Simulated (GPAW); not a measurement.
# CdSe (Cadmoselite) (P6_3mc) in GPAW: settings compared

Aim: see how the results for CdSe (Cadmoselite) move with the level of theory and the settings. Levels: PBEsol, LDA, PBE. Tasks: band structure.

Everything below comes from runs of GPAW 26.7.0. Logs are shortened: lines on timing, memory, paths and dates and some standing lists are left out, and cuts for length are marked. The log counts tension as positive stress, the text compression.

**Measured values to compare with.**

A printed reference work, data compilation reports, for a bulk crystal of CdSe at 2 K: band gap 1.841 eV.

The results are compared with them further down.

## Step 1: The structure

The structure is hexagonal, space group P6_3mc (No. 186). The conventional cell has a = 4.300 Å, b = 4.300 Å, c = 7.020 Å, α = 90.00°, β = 90.00°, γ = 120.00°. Cd (site symmetry 3m) has 4 Se at 2.61 to 2.70 Å as nearest neighbours. Se (site symmetry 3m) is surrounded by 4 Cd at 2.61 to 2.70 Å.

## Step 2: Band structure, PBEsol, 26.98 Å³/atom

Input file run.py:

```python
from ase import Atoms
from ase.dft.bandgap import bandgap
from ase.io import write
from ase.units import GPa
from gpaw import GPAW, PW, setup_paths

setup_paths.insert(0, '.')

atoms = Atoms(['Cd', 'Cd', 'Se', 'Se'],
              cell=[[4.3, 0.0, 0.0],
                    [-2.15, 3.7239092363, 0.0],
                    [0.0, 0.0, 6.7392]],
              scaled_positions=[[0.6666666667, 0.3333333333, 0.5],
                                [0.3333333333, 0.6666666667, 0.0],
                                [0.6666666667, 0.3333333333, 0.885],
                                [0.3333333333, 0.6666666667, 0.385]],
              pbc=True)

calc = GPAW(mode=PW(600),
            xc='PBEsol',
            kpts={'size': (5, 5, 3), 'gamma': True},
            occupations={'name': 'fermi-dirac', 'width': 0.05},
            nbands=31,
            convergence={'density': 1e-05, 'energy': 1e-05},
            maxiter=150,
            txt='gpaw.txt')
atoms.calc = calc
energy = atoms.get_potential_energy()
forces = atoms.get_forces()
stress = atoms.get_stress()
calc.write('gs.gpw')
write('result.traj', atoms)
print(f'Energy: {energy:.6f} eV')
print('Forces (eV/A):')
print(forces.round(4))
print('Stress (GPa):', (stress / GPa).round(3))
print('Fermi level:', round(calc.get_fermi_level(), 4), 'eV')
print(f'Gap: {bandgap(calc)[0]:.4f} eV, direct: {bandgap(calc, direct=True)[0]:.4f} eV')

path = atoms.cell.bandpath('GMKGALHA,LM,KH', npoints=80, eps=1e-4)
bs_calc = calc.fixed_density(kpts=path, symmetry='off', nbands=51,
                             convergence={'bands': 'CBM+6.0', 'eigenstates': 1e-6}, txt='bands.txt')
bs = bs_calc.band_structure()
bs.write('bs.json')
print(f'Gap on the path: {bandgap(bs_calc)[0]:.4f} eV')
```

Potentials or basis: PAW data sets generated in the run's folder for this functional, pw.

Run with:

```console
gpaw-setup -f PBEsol Cd Se
OMP_NUM_THREADS=1 python run.py
```

gpaw.txt:

```text
__  _  _
 | _ |_)|_||  |
 |__||  | ||/\| - 26.7.0

Input parameters:
  mode=PW(ecut=600.0),
  convergence={'density': 1e-05, 'energy': 1e-05},
  kpts=MonkhorstPack(size=(5, 5, 3), gamma=True),
  maxiter=150,
  nbands=31,
  occupations=Occupations(name='fermi-dirac', width=0.05),
  xc=XC(name='PBEsol')

Diagonalizing LCAO Hamiltonian
Converting LCAO to pw mode

            Se

            Cd
        Se

        Cd

Atoms  # Å, Bohr magnetons
|   | symbol |         x |        y |        z |    initial magnetic moments |
|---|--------|-----------|----------|----------|-----------------------------|
| 0 |     Cd |  2.150000 | 1.241303 | 3.369600 | ( 0.0000,  0.0000,  0.0000) |
| 1 |     Cd | -0.000000 | 2.482606 | 0.000000 | ( 0.0000,  0.0000,  0.0000) |
| 2 |     Se |  2.150000 | 1.241303 | 5.964192 | ( 0.0000,  0.0000,  0.0000) |
| 3 |     Se | -0.000000 | 2.482606 | 2.594592 | ( 0.0000,  0.0000,  0.0000) |

Unit cell  # Å
| periodic |         x |        y |        z |  lengths |     angles |
|----------|-----------|----------|----------|----------|------------|
|      yes |  4.300000 | 0.000000 | 0.000000 | 4.300000 |  90.000000 |
|      yes | -2.150000 | 3.723909 | 0.000000 | 4.300000 |  90.000000 |
|      yes |  0.000000 | 0.000000 | 6.739200 | 6.739200 | 120.000000 |

Number of symmetries: 6
Symmetry operations  # r_c * U_cc + t_c -> r_c
|   | kind |            matrix            |
|---|------|------------------------------|
| 0 |  σ   |  1, 1, 0,  0,-1, 0,  0, 0, 1 |
| 1 |  E   |  1, 0, 0,  0, 1, 0,  0, 0, 1 |
| 2 |  C3  |  0, 1, 0, -1,-1, 0,  0, 0, 1 |
| 3 |  σ   |  0,-1, 0, -1, 0, 0,  0, 0, 1 |
| 4 |  σ   | -1, 0, 0,  1, 1, 0,  0, 0, 1 |
| 5 |  C3  | -1,-1, 0,  1, 0, 0,  0, 0, 1 |

BZ-sampling:
  Number of BZ points: 75
  Number of IBZ points: 12

  Monkhorst-Pack size: [5, 5, 3]
  Monkhorst-Pack shift: [0, 0, 0]

K-points  # in reciprocal-cell coordinates
|     |                                coordinates |     weight |
|-----|--------------------------------------------|------------|
|   0 | (  0.00000000,   0.00000000,   0.00000000) | 0.01333333 |
|   1 | (  0.00000000,   0.00000000,   0.33333333) | 0.02666667 |
|   2 | (  0.20000000,   0.00000000,  -0.33333333) | 0.08000000 |
|   3 | (  0.20000000,   0.00000000,   0.00000000) | 0.08000000 |
|   4 | (  0.20000000,   0.00000000,   0.33333333) | 0.08000000 |
|   5 | (  0.40000000,  -0.20000000,   0.00000000) | 0.08000000 |
|   6 | (  0.40000000,  -0.20000000,   0.33333333) | 0.16000000 |
|   7 | (  0.40000000,   0.00000000,  -0.33333333) | 0.08000000 |
|   8 | (  0.40000000,   0.00000000,   0.00000000) | 0.08000000 |
|   9 | (  0.40000000,   0.00000000,   0.33333333) | 0.08000000 |
| ... |                                            |            |
|  11 | (  0.40000000,   0.40000000,   0.33333333) | 0.16000000 |

Plane wave coefficients: 3621
Cutoff: 600.0 eV

Spin-components: 1 (collinear spins)
Bands:           31
Projectors:      22
Spin-degeneracy: 2
Datatype:        complex128

Parallelization:
  kpt:    1
  domain: 1
  band:   1

Density:
  Valence electrons: 36.0
  Components: 1
  Grid points: [25 25 40]
  Charge: 0.0  # |e|

Potential:
  Grid points: [25 25 40]

species:
  Cd:
    name:    Cadmium
    Z:       48.0
    valence: 12
    core:    36
    charge:  0.0  # [|e|]
    compensation charges:
      type: gauss
      rc: 0.38  # [Å]
      lmax: 2
    cutoffs:
      filter: 2.12  # [Å]
      core: 2.62  # [Å]
    projectors
    | kind |    occ | energy [eV] | rcut [Å] |
    |------|--------|-------------|----------|
    |   5s |  2.000 |      -5.696 |    1.191 |
    |   5p |  0.000 |      -1.145 |    1.228 |
    |   4d | 10.000 |     -11.735 |    1.164 |
    |    s |        |      21.516 |    1.191 |
    |    p |        |      26.066 |    1.228 |
    |    d |        |      15.476 |    1.164 |

    Using partial waves for Cd as LCAO basis

  Se:
    name:    Selenium
    Z:       34.0
    valence: 6
    core:    28
    charge:  0.0  # [|e|]
    compensation charges:
      type: gauss
      rc: 0.27  # [Å]
      lmax: 2
    cutoffs:
      filter: 1.77  # [Å]
      core: 2.67  # [Å]
    projectors
    | kind |    occ | energy [eV] | rcut [Å] |
    |------|--------|-------------|----------|
    |   4s |  2.000 |     -17.281 |    0.847 |
    |   4p |  4.000 |      -6.511 |    1.005 |
    |    s |        |       9.930 |    0.847 |
    |    p |        |      20.700 |    1.005 |
    |    d |        |       0.000 |    0.847 |

    Using partial waves for Se as LCAO basis

Reference energy: -436321.283909  # eV

eigensolver:
  PPCG
  Converge bands: occupied
  niter=2

density mixing:
  MSR1-Mixer
  Pratt-step length: 0.05
  Maximum mixing coefficient: 0.75
  Old densities: 10
  SVD Regularization: 0.005
  Good broyden scale: 1.0
  Trust region scale: 1.0
  Backstep threshold: 4.0
  History deletion threshold: 6.0
  Fourier metric: weight=20.0, sigma=0.015

occupation numbers:
  Fermi-Dirac:
    width: 0.0500  # eV

poisson solver:
  ecut: 4800.0  # eV

xc functional:
  name: PBEsol with 2 nearest neighbor stencil

convergence criteria:
- Maximum integral of absolute [dens]ity change: 1e-05 electrons / valence electron
- Maximum [total energy] change in last 3 cyles: 1e-05 eV / valence electron
- Maximum integral of absolute [eigenst]ate change: 4e-08 eV^2 / valence electron
maximum number of iterations: 150

SCF iterations
|iter     | |      energy | eigst |  dens |
|---------|-|-------------|-------|-------|
|iter:   1| |  -13.370520 | -0.51 |       |
|iter:   2| |  -13.228913 | -2.50 | -1.20 |
|iter:   3| |  -12.700354 | -1.54 | -1.24 |
|iter:   4| |  -12.693045 | -3.33 | -1.80 |
|iter:   5| |  -12.691443 | -3.78 | -2.27 |
|iter:   6| |  -12.691454 | -5.21 | -2.96 |
|iter:   7| |  -12.691458c| -6.42 | -3.59 |
|iter:   8| |  -12.691457c| -7.23 | -4.27 |
|iter:   9| |  -12.691457c| -7.96c| -4.91 |
|iter:  10| |  -12.691457c| -8.35c| -5.43c|

Converged in 10 steps
Energy contributions relative to reference atoms: (reference = -436321.283909)

Energy contributions:
  Kinetic:          40.459420
  Coulomb:         -36.106042
  Zero:              0.110870
  External:          0.000000
  Xc:              -17.155676
  Entropy:          -0.000057
  Spinorbit:         0.000000
  ----------------------------
  Free energy:     -12.691486
  Extrapolated:    -12.691457

dipole moment: (0.000003, 0.000012, -17.199153)  # |e|*Ang

Fermi level: 4.301
Eigenvalues  # (at kpt = [0.000, 0.000, 0.000])
| band index |      eig [eV] | occ [0-2] |
|------------|---------------|-----------|
|          0 |        -8.909 |     2.000 |
|        ... |               |           |
|         10 |        -3.589 |     2.000 |
|         11 |        -3.242 |     2.000 |
|         12 |        -0.632 |     2.000 |
|         13 |         3.015 |     2.000 |
|         14 |         3.015 |     2.000 |
|         15 |         3.913 |     1.999 |
[... 8 lines left out ...]
|         24 |        10.839 |     0.000 |
|         25 |        11.908 |     0.000 |
|        ... |               |           |
|         30 |        14.759 |     0.000 |

Gap: 0.600 eV
Transition (v -> c):
  (s=0, k=0, n=17, [0.00, 0.00, 0.00]) -> (s=0, k=0, n=18, [0.00, 0.00, 0.00])
No difference between direct/indirect transitions

Forces  # eV/Ang
|        x |       y |        z |
|----------|---------|----------|
| -0.00000 | 0.00000 | -0.01918 |  # Cd   0
| -0.00000 | 0.00000 | -0.01932 |  # Cd   1
|  0.00000 | 0.00000 |  0.01930 |  # Se   2
|  0.00000 | 0.00000 |  0.01925 |  # Se   3

Stress tensor  # eV/Ang^3
|         x |         y |         z |
|-----------|-----------|-----------|
| -0.010143 |  0.000000 |  0.000000 |
|  0.000000 | -0.010143 |  0.000000 |
|  0.000000 |  0.000000 | -0.021030 |

# Writing to gs.gpw (mode='')
```

bands.txt:

```text
Diagonalizing LCAO Hamiltonian
Converting LCAO to pw mode
convergence criteria:
- Maximum integral of absolute [eigenst]ate change: 1e-06 eV^2 / valence electron
maximum number of iterations: 150

SCF iterations
|iter     | |      energy | eigst |  dens |
|---------|-|-------------|-------|-------|
|iter:   1| |             | +0.90 |       |
[... 86 lines left out ...]
         [0.5       , 0.        , 0.        ],
         [0.33333333, 0.33333333, 0.        ],
         [0.33333333, 0.33333333, 0.08333333],
         [0.33333333, 0.33333333, 0.16666667],
         [0.33333333, 0.33333333, 0.25      ],
         [0.33333333, 0.33333333, 0.33333333],
         [0.33333333, 0.33333333, 0.41666667],
         [0.33333333, 0.33333333, 0.5       ]])),
  maxiter=150,
  nbands=51,
  occupations=Occupations(name='fermi-dirac', width=0.05),
  symmetry=Symmetry(point_group=False, time_reversal=False),
  xc=XC(name='PBEsol')
```

Run time: 2.4 min. Hardware: 1 thread of Arm Neoverse V2, shared host; peak memory 0.53 GiB.

Results:

| Quantity | Value |
| --- | --- |
| Free energy | -12.6915 eV |
| Pressure | 2.2 GPa |
| Largest force | 0.019 eV/Å |
| Band gap on the k mesh | 0.60 eV, direct |
| Band gap along the path | 0.60 eV, direct |

Caveat: the density grid can change from cell to cell, which puts small steps into energies and stress.

## Step 3: Band structure, PBEsol, 27.54 Å³/atom

run.py, as its differences from that of step 2:

```diff
@@ -11,3 +11,3 @@
                     [-2.15, 3.7239092363, 0.0],
-                    [0.0, 0.0, 6.7392]],
+                    [0.0, 0.0, 6.8796]],
               scaled_positions=[[0.6666666667, 0.3333333333, 0.5],
@@ -40,3 +40,3 @@
 path = atoms.cell.bandpath('GMKGALHA,LM,KH', npoints=80, eps=1e-4)
-bs_calc = calc.fixed_density(kpts=path, symmetry='off', nbands=51,
+bs_calc = calc.fixed_density(kpts=path, symmetry='off', nbands=52,
                              convergence={'bands': 'CBM+6.0', 'eigenstates': 1e-6}, txt='bands.txt')
```

Potentials or basis: PAW data sets generated in the run's folder for this functional, pw.

Run with:

```console
gpaw-setup -f PBEsol Cd Se
OMP_NUM_THREADS=1 python run.py
```

Wall time 2.4 min (1 thread of Arm Neoverse V2, shared host); peak memory 0.54 GiB.

It converged, with:

| Item | Value |
| --- | --- |
| Free energy | -12.7202 eV |
| Pressure | 1.0 GPa |
| Largest force | 0.154 eV/Å |
| Band gap on the k mesh | 0.58 eV, direct |
| Band gap along the path | 0.58 eV, direct |

Caveat: the density grid can change from cell to cell, which puts small steps into energies and stress.

(Continued in part 2 of 2.)
